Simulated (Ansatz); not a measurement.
Runs of Ansatz 0.2.0 on Si2Ni. It takes space group Fm-3m (No. 225, cubic). The conventional cell has a = 5.406 Å, b = 5.406 Å, c = 5.406 Å, α = 90.00°, β = 90.00°, γ = 90.00°. Ni (site symmetry m-3m) is surrounded by 8 Si at 2.34 Å. Si (site symmetry -43m) is surrounded by 4 Ni at 2.34 Å. 

```csv
spin,fixed moment (μB),k mesh,gap on the mesh (eV),pressure (GPa),moment (μB)
off,-,9 × 9 × 9,none,3.8,-
"collinear, random start",-,9 × 9 × 9,none,3.8,0.00
"collinear, ferromagnetic start",1.2,7 × 7 × 7,-,8.5,1.20
"collinear, ferromagnetic start",2.0,7 × 7 × 7,-,15.1,2.00
"collinear, ferromagnetic start",1.0,7 × 7 × 7,-,(a),1.00
"collinear, ferromagnetic start",0.2,7 × 7 × 7,-,3.1,0.20
"collinear, program default start",0.0,7 × 7 × 7,-,3.1,0.00
"collinear, ferromagnetic start",-,9 × 9 × 9,none,3.8,0.00
```

Alike in all rows: task single point; level PBE; potentials or basis Ansatz PAW; cell as given; cutoff (eV) 420; smearing fermi-dirac 0.05 eV.

Problem. Fill in the values left out.

Solution. (a) 7.3.

Caveats: the total moment is fixed, so each spin has its own Fermi level (some runs); the thresholds are loose for stress (some runs); the starting moments weren't kept (some runs).

A gap of «none» marks a metal or a gap under the smearing width.
